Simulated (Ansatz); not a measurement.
**How much do the gradients of Cu₂O depend on the method?**

Cell: an entry of the Crystallography Open Database (COD), whose atoms a relaxation with PBE at fixed cell left in place.

```xyz
6
Lattice="4.2600 0.0000 0.0000 0.0000 4.2600 0.0000 0.0000 0.0000 4.2600" Properties=species:S:1:pos:R:3 pbc="T T T"
Cu    1.0650    1.0650    1.0650
Cu    1.0650    3.1950    3.1950
Cu    3.1950    3.1950    1.0650
Cu    3.1950    1.0650    3.1950
O     0.0000    0.0000    0.0000
O     2.1300    2.1300    2.1300
```

Sites (sets of like atoms) are named by element and the number of their first atom in this list.

First run. Level of theory: DFT, PBE, plane waves and PAW, scalar-relativistic, 420 eV cutoff, Γ-centred 7×7×7 k-points, Fermi–Dirac smearing 0.02 eV (Ansatz 0.2.0).

| site | atom | V_zz (10²¹ V/m²) | η |
| --- | --- | --- | --- |
| Cu | 1 | -5.30 | 0.00 |

Second run. The same atoms and settings, except that the functional is LDA.

Task: Given the first result, estimate the second.

Result: 

```
site  atom   V_zz     η  change of V_zz
  Cu     1  -4.98  0.00           +0.32
```

The largest change of V_zz is on Cu, from -5.30 to -4.98. In per cent, |V_zz| changes by -6 on Cu (all sites that start above 0.5). Sites without a gradient aren't listed.

Semilocal functionals underestimate gradients at Cu(I) with two or three neighbours, in Cu₂O by a fifth to nearly a half.
For the second run: At this cell the LDA pressure is -8 GPa, so with LDA the cell would shrink if it were relaxed.
